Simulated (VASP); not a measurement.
# SnSe2 (P1) in VASP: single point with r2SCAN

Aim: the single point of SnSe2 with r2SCAN.

All numbers are computed with VASP 6.6.1; they aren't measurements. Logs are shortened: lines on timing, memory, paths and dates and some standing lists are left out, and cuts for length are marked.

**1. Starting point**

The typed cell holds 12 atoms: a = 7.650 Å, b = 7.650 Å, c = 6.227 Å, α = 90.00°, β = 90.00°, γ = 120.00°.

**2. Single point, r2SCAN**

The input, POSCAR:

```
SnSe2
1.0
    7.6503276808     -0.0000000001      0.0000000000
   -3.8251638404      6.6253781189      0.0000000000
    0.0000000000      0.0000000000      6.2270561301
Sn Se
4 8
Direct
   -0.0080288702      0.0004390693      0.0170820686
    0.0274274328      0.5129507990     -0.0003735312
    0.4778893326      0.0121722864     -0.0026959770
    0.5033864602      0.4938660015     -0.0101322356
    0.1676590917      0.3303625787      0.2615773756
    0.3453914586      0.1612320053      0.7136160181
    0.1562575664      0.8426260207      0.2492832837
    0.3168481809      0.6571531348      0.7489786349
    0.6616115223      0.3320581800      0.2702845397
    0.8436593198      0.1475296930      0.7498146640
    0.6606487438      0.8310269846      0.2553774957
    0.8469103205      0.6688065074      0.7452351325
```

The input, INCAR.step1:

```
SYSTEM = SnSe2
ALGO     = Normal         ! electronic algorithm
EDIFF    = 1E-4           ! SCF threshold, eV
ENCUT    = 520            ! plane-wave cutoff, eV
GGA      = PE             ! functional
ISMEAR   = -1             ! smearing method
LASPH    = .TRUE.         ! aspherical terms in the spheres
LCHARG   = .FALSE.        ! write CHGCAR
LREAL    = .FALSE.        ! projectors in reciprocal space
LWAVE    = .TRUE.         ! write WAVECAR
NBANDS   = 64             ! bands
NELM     = 100            ! most SCF steps
PREC     = Accurate       ! precision mode
SIGMA    = 0.069          ! smearing width, eV
```

The input, INCAR.step2:

```
SYSTEM = SnSe2
ALGO     = Normal         ! electronic algorithm
EDIFF    = 1E-6           ! SCF threshold, eV
ENCUT    = 520            ! plane-wave cutoff, eV
ISIF     = 2              ! what is computed and relaxed
ISMEAR   = -1             ! smearing method
ISTART   = 1            
LASPH    = .TRUE.         ! aspherical terms in the spheres
LCHARG   = .FALSE.        ! write CHGCAR
LMIXTAU  = .TRUE.       
LREAL    = .FALSE.        ! projectors in reciprocal space
LWAVE    = .FALSE.        ! write WAVECAR
METAGGA  = R2SCAN         ! meta-GGA
NBANDS   = 64             ! bands
NELM     = 100            ! most SCF steps
PREC     = Accurate       ! precision mode
SIGMA    = 0.069          ! smearing width, eV
```

The input, KPOINTS:

```
k-points
0
G
  3 3 2
  0 0 0
```

Potentials or basis: VASP PAW PBE potentials, release 64 (Sn_d, Se).

On the command line:

```bash
$ cat potpaw_PBE.64/Sn_d/POTCAR potpaw_PBE.64/Se/POTCAR > POTCAR
$ cp INCAR.step1 INCAR
$ mpirun -np 1 vasp_std > vasp.out
$ cp INCAR.step2 INCAR
$ mpirun -np 1 vasp_std > vasp.out
```

OUTCAR:

```text
SYSTEM = SnSe2
   EDIFF = 1E-6
   ENCUT = 520
   ISIF = 2
   ISMEAR = -1
   ISTART = 1
   LASPH = .TRUE.
   LREAL = .FALSE.
   METAGGA = R2SCAN
   NELM = 100
   PREC = Accurate

 ion  position               nearest neighbor table
   1  0.992  0.000  0.017-  10 2.57   7 2.58  11 2.65   5 2.67  12 2.78   6 3.01   3 3.68
   2  0.027  0.513  1.000-   8 2.47   5 2.69   7 2.70  12 2.74  10 2.88   9 2.95   3 3.65   4 3.72

   3  0.478  0.012  0.997-   6 2.57   7 2.65   9 2.72   8 2.82  10 2.89  11 2.90   4 3.59   2 3.65
                             1 3.68
   4  0.503  0.494  0.990-  12 2.74   9 2.75   8 2.76  11 2.78   5 2.79   6 2.80   3 3.59   2 3.72

   5  0.168  0.330  0.262-   1 2.67   2 2.69   4 2.79
   6  0.345  0.161  0.714-   3 2.57   4 2.80   1 3.01
   7  0.156  0.843  0.249-   1 2.58   3 2.65   2 2.70
   8  0.317  0.657  0.749-   2 2.47   4 2.76   3 2.82
   9  0.662  0.332  0.270-   3 2.72   4 2.75   2 2.95
  10  0.844  0.148  0.750-   1 2.57   2 2.88   3 2.89
  11  0.661  0.831  0.255-   1 2.65   4 2.78   3 2.90
  12  0.847  0.669  0.745-   2 2.74   4 2.74   1 2.78

  LATTYP: Found a hexagonal cell.
 ALAT       =     7.6503276808
 C/A-ratio  =     0.8139594002

  Lattice vectors:

 A1 = (   7.6503276808,  -0.0000000001,   0.0000000000)
 A2 = (  -3.8251638404,   6.6253781189,   0.0000000000)
 A3 = (   0.0000000000,   0.0000000000,   6.2270561301)

Analysis of symmetry for initial positions (statically):
=====================================================================
 Subroutine PRICEL returns:
 Original cell was already a primitive cell.

 Routine SETGRP: Setting up the symmetry group for a
 hexagonal supercell.

 Subroutine GETGRP returns: Found  1 space group operations
 (whereof  1 operations were pure point group operations)
 out of a pool of 24 trial point group operations.

The static configuration has the point symmetry C_1 .

Analysis of symmetry for dynamics (positions and initial velocities):
=====================================================================
 Subroutine PRICEL returns:
 Original cell was already a primitive cell.

 Routine SETGRP: Setting up the symmetry group for a
 hexagonal supercell.

 Subroutine GETGRP returns: Found  1 space group operations
 (whereof  1 operations were pure point group operations)
 out of a pool of 24 trial point group operations.

The dynamic configuration has the point symmetry C_1 .

 Subroutine INISYM returns: Found  1 space group operations
 (whereof  1 operations are pure point group operations),
 and found     1 'primitive' translations

----------------------------------------------------------------------------------------

                                     Primitive cell

  volume of cell :     315.6265

  direct lattice vectors                    reciprocal lattice vectors
     7.650327681 -0.000000000  0.000000000     0.130713355  0.075467391  0.000000000
    -3.825163840  6.625378119  0.000000000     0.000000000  0.150934782  0.000000000
     0.000000000  0.000000000  6.227056130     0.000000000  0.000000000  0.160589527

  length of vectors
     7.650327681  7.650327681  6.227056130     0.150934782  0.150934782  0.160589527

  position of ions in fractional coordinates (direct lattice)
     0.991971130  0.000439069  0.017082069
     0.027427433  0.512950799  0.999626469
     0.477889333  0.012172286  0.997304023
     0.503386460  0.493866002  0.989867764
     0.167659092  0.330362579  0.261577376
     0.345391459  0.161232005  0.713616018
     0.156257566  0.842626021  0.249283284
     0.316848181  0.657153135  0.748978635
     0.661611522  0.332058180  0.270284540
     0.843659320  0.147529693  0.749814664
     0.660648744  0.831026985  0.255377496
     0.846910321  0.668806507  0.745235132

  ion indices of the primitive-cell ions
   primitive index   ion index
                 1           1
                 2           2
                 3           3
                 4           4
                 5           5
                 6           6
                 7           7
                 8           8
                 9           9
                10          10
                11          11
                12          12

----------------------------------------------------------------------------------------

 KPOINTS: k-points

Automatic generation of k-mesh.
 Grid dimensions read from file:
 generate k-points for:    3    3    2

 Generating k-lattice:

  Cartesian coordinates                     Fractional coordinates (reciprocal lattice)
     0.043571118  0.025155797  0.000000000     0.333333333 -0.000000000  0.000000000
     0.000000000  0.050311594  0.000000000     0.000000000  0.333333333  0.000000000
     0.000000000  0.000000000  0.080294764     0.000000000  0.000000000  0.500000000

  Length of vectors
     0.050311594  0.050311594  0.080294764

  Shift w.r.t. Gamma in fractional coordinates (k-lattice)
     0.000000000  0.000000000  0.000000000

 Subroutine IBZKPT returns following result:
 ===========================================

 Found     10 irreducible k-points:

 Following reciprocal coordinates:
            Coordinates               Weight
  0.000000  0.000000  0.000000      1.000000
  0.333333  0.000000  0.000000      2.000000
  0.000000  0.333333  0.000000      2.000000
 -0.333333  0.333333  0.000000      2.000000
  0.333333  0.333333  0.000000      2.000000
  0.000000  0.000000  0.500000      1.000000
  0.333333  0.000000  0.500000      2.000000
  0.000000  0.333333  0.500000      2.000000
 -0.333333  0.333333  0.500000      2.000000
  0.333333  0.333333  0.500000      2.000000
   k-points           NKPTS =     10   k-points in BZ     NKDIM =     10   number of bands    NBANDS=     64
   number of dos      NEDOS =    301   number of ions     NIONS =     12
   total plane-waves  NPLWV = 172800
   dimension x,y,z NGX =    60 NGY =   60 NGZ =   48
   dimension x,y,z NGXF=   120 NGYF=  120 NGZF=   96
   ions per type =               4   8
   NGX,Y,Z   is equivalent  to a cutoff of  13.04, 13.04, 12.81 a.u.
   NGXF,Y,Z  is equivalent  to a cutoff of  26.08, 26.08, 25.63 a.u.
 SYSTEM =  SnSe2
   PREC   = accura    normal or accurate (medium, high low for compatibility)
   ISTART =      1    job   : 0-new  1-cont  2-samecut
   ICHARG =      0    charge: 1-file 2-atom 10-const
   ISPIN  =      1    spin polarized calculation?
   LNONCOLLINEAR =      F non collinear calculations
   LSORBIT =      F    spin-orbit coupling
   LASPH  =      T    aspherical Exc in radial PAW
   ENCUT  =  520.0 eV  38.22 Ry    6.18 a.u.  14.22 14.22 11.58*2*pi/ulx,y,z
   NELM   =    100;   NELMIN=  2; NELMDL=  0     # of ELM steps
   EDIFF  = 0.1E-05   stopping-criterion for ELM
   LREAL  =      F    real-space projection
   EDIFFG = 0.1E-04   stopping-criterion for IOM
   NSW    =      0    number of steps for IOM
   IBRION =     -1    ionic relax: 0-MD 1-quasi-New 2-CG
   NFREE  =      0    steps in history (QN), initial steepest desc. (CG)
   ISIF   =      2    stress and relaxation
   ISYM   =      2    0-nonsym 1-usesym 2-fastsym
   POTIM  = 0.5000    time-step for ionic-motion
   TEBEG  =    0.0;   TEEND  =   0.0 temperature during run
   PSTRESS=    0.0 pullay stress
   NELECT =     104.0000    total number of electrons
   NUPDOWN=      -1.0000    fix difference up-down
   EMIN   =  10.00;   EMAX   =-10.00  energy-range for DOS
   EFERMI =   0.00;   METHOD = LEGACY
   ISMEAR =    -1;   SIGMA  =   0.07  broadening in eV -4-tet -1-fermi 0-gaus
   EFERMI_NEDOS =   21; number of points for ismear=-14 and -15
   IALGO  =     38    algorithm
   IMIX   =      4    mixing-type and parameters
     AMIX     =   0.40;   BMIX     =  1.00
     AMIX_MAG =   1.60;   BMIX_MAG =  1.00
  volume/ion in A,a.u.               =      26.30       177.50
  Fermi-wavevector in a.u.,A,eV,Ry     =   1.130737  2.136782 17.395936  1.278565
  Thomas-Fermi vector in A             =   2.267434
   LORBIT       =      0    0 simple, 1 ext, 2 COOP (PROOUT), +10 PAW based schemes
   METAGGA = R2SCAN    functional components
   LHFCALC =     F    Hartree Fock is set to
   AEXX    =    0.0000 exact exchange contribution
   IVDW    =     0    specifies the selected vdW correction
   LEPSILON=     F    determine dielectric tensor
   LRPA    =     F    only Hartree local field effects (RPA)
 non-spin polarized calculation
  energy-cutoff  :      520.00
  volume of cell :      315.63
 maximum number of plane-waves:      8537
 NGX is ok and might be reduce to    60
   NGX = 29   NGY = 29   NGZ = 23

 number of electron     103.9999998 magnetization

 Free energy of the ion-electron system (eV)
  ---------------------------------------------------
  ext. energy  EPLUGINS =         0.00000000
  ---------------------------------------------------
  free energy    TOTEN  =      -217.60931610 eV

  energy without entropy =     -217.60584568  energy(sigma->0) =     -217.60758089

 E-fermi :   4.1545     XC(G=0):  -9.9462

 val. band max:        3.8021130864   @ k =   0.0000   0.3333   0.0000
 cond. band min:       4.4091015095   @ k =   0.0000   0.0000   0.5000
 fundamental gap:      0.6069884231
 Fermi energy:         4.1544991875

 k-point     1 :       0.0000    0.0000    0.0000
  band No.  band energies     occupation
      1     -18.3496      2.00000
      2     -18.3268      2.00000
      3     -18.2963      2.00000
      4     -18.2761      2.00000
      5     -18.2647      2.00000
      6     -18.2436      2.00000
[... 56 lines left out ...]
     63       9.0899      0.00000
     64       9.1925      0.00000

 k-point     2 :       0.3333    0.0000    0.0000
  band No.  band energies     occupation
      1     -18.3402      2.00000
      2     -18.3159      2.00000
      3     -18.2882      2.00000
      4     -18.2804      2.00000
      5     -18.2664      2.00000
      6     -18.2462      2.00000
[... 592 lines left out ...]
     63       9.4786      0.00000
     64       9.7510      0.00000

------------------------ aborting loop because EDIFF is reached ----------------------------------------

  FORCE on cell =-STRESS in cart. coord.  units (eV):
  Direction    XX          YY          ZZ          XY          YZ          ZX
  --------------------------------------------------------------------------------------
  -------------------------------------------------------------------------------------
  Total        3.2428881      1.9905546     -0.3970903      0.3953667     -2.5473290      0.8396914
  in kB       16.4614868     10.1044153     -2.0157023      2.0069531    -12.9307031      4.2624256
  external PRESSURE =       8.1833999 kB  Pullay stress =       0.0000000 kB

 VOLUME and BASIS-vectors are now :
 -----------------------------------------------------------------------------
  energy-cutoff  :      520.00
  volume of cell :      315.63
      direct lattice vectors                 reciprocal lattice vectors
     7.650327681 -0.000000000  0.000000000     0.130713355  0.075467391  0.000000000
    -3.825163840  6.625378119  0.000000000     0.000000000  0.150934782  0.000000000
     0.000000000  0.000000000  6.227056130     0.000000000  0.000000000  0.160589527

 POSITION                                       TOTAL-FORCE (eV/Angst)
 -----------------------------------------------------------------------------------
      7.58722      0.00291      0.10637        -0.396304     -0.179642     -0.703208
     -1.75229      3.39849      6.22473        -1.772558     -1.448033      0.543237
      3.60945      0.08065      6.21027         1.760615      0.011232      0.188949
      1.96195      3.27205      6.16396         0.258480      0.265653      0.193840
      0.01896      2.18878      1.62886         0.242316      0.347056     -0.239352
      2.02562      1.06822      4.44373        -0.587504      0.432468      0.887584
     -2.02776      5.58272      1.55230         0.593532     -0.317360      0.663771
     -0.08973      4.35389      4.66393         1.154836      0.682893     -0.631320
      3.79137      2.20001      1.68308         0.212476      0.073517     -1.079486
      5.88995      0.97744      4.66914        -0.772646      0.593160      0.146110
      1.87537      5.50587      1.59025        -0.475558     -0.285373     -0.361187
      3.92085      4.43110      4.64062        -0.217684     -0.175571      0.391061
 -----------------------------------------------------------------------------------
    total drift:                                0.000370      0.000326     -0.004415

  FREE ENERGIE OF THE ION-ELECTRON SYSTEM (eV)
  ---------------------------------------------------
  free  energy   TOTEN  =      -217.6093161048 eV

  energy  without entropy=     -217.6058456829  energy(sigma->0) =     -217.60758089
```

Wall time 14 min (1 thread of Intel Xeon Platinum 8259CL at 2.50GHz (Skylake/Cascade Lake), shared host); peak memory 0.53 GiB.

Results:

| Item | Value |
| --- | --- |
| Free energy | -217.6093 eV |
| Pressure | 0.8 GPa |
| Largest force | 2.352 eV/Å |
| Band gap on the k mesh | 0.61 eV, indirect (least direct gap 0.73 eV) |

Forces in eV/Å, atoms in the order of the input:
```
Sn  -0.396 -0.180 -0.703
Sn  -1.773 -1.448  0.543
Sn   1.761  0.011  0.189
Sn   0.258  0.266  0.194
Se   0.242  0.347 -0.239
Se  -0.588  0.432  0.888
Se   0.594 -0.317  0.664
Se   1.155  0.683 -0.631
Se   0.212  0.074 -1.079
Se  -0.773  0.593  0.146
Se  -0.476 -0.285 -0.361
Se  -0.218 -0.176  0.391
```

Caveat: the k mesh is coarse (spacing up to 0.50 Å⁻¹), so the values aren't converged; the PAW data sets were made with another functional, which shifts forces and pressure a little; spin-orbit coupling is left out, which moves the levels of the heavy elements; an odd mesh through Γ misses points on the zone boundary, where band edges often lie.
